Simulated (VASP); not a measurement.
Write the native input for VASP 6.6.1 that does the following.

| Quantity | Value |
| --- | --- |
| Task | single point |
| Functional | PBEsol |
| Potentials or basis | VASP PAW PBE potentials, release 64 (Zn, S) |
| Cutoff | 520 eV |
| k mesh | 10 × 10 × 10 |
| Occupations | gaussian, width 0.02 eV |
| Spin | no spin polarisation |
| Further INCAR settings | ALGO = Normal; EDIFF = 1e-06 |

The structure of ZnS lies in POSCAR:

```
ZnS
1.0
    0.0000000000      2.6936828800      2.6936828800
    2.6936828800      0.0000000000      2.6936828800
    2.6936828800      2.6936828800      0.0000000000
Zn S
1 1
Direct
    0.0000000000      0.0000000000      0.0000000000
    0.7500000000      0.7500000000      0.7500000000
```

The cell is a database's computed one.

These files were run (other wordings do the same):

INCAR

```
  ALGO = Normal
  EDIFF = 1E-6
  ENCUT = 520
  GGA = PS
  ISIF = 2
  ISMEAR = 0
  LASPH = T
  LCHARG = F
  LREAL = F
  LWAVE = F
  NELM = 60
  PREC = Accurate
  SIGMA = 0.02
```

KPOINTS

```
k-points
0
Gamma
  10 10 10
```

Potentials or basis: VASP PAW PBE potentials, release 64 (Zn, S).

Launch:

```console
$ cat potpaw_PBE.64/Zn/POTCAR potpaw_PBE.64/S/POTCAR > POTCAR
$ mpirun -np 1 vasp_std > vasp.out
```

Results of the run:

```json
{
 "Pressure": "-1.1 GPa",
 "Band gap on the k mesh": "2.02 eV, direct"
}
```

Caveat: the PAW data sets were made with another functional, which shifts forces and pressure a little.

Wall time 8.1 s on 1 thread of AMD EPYC 9R45 96-Core Processor (Zen 5) (shared host), peak memory 0.13 GiB.
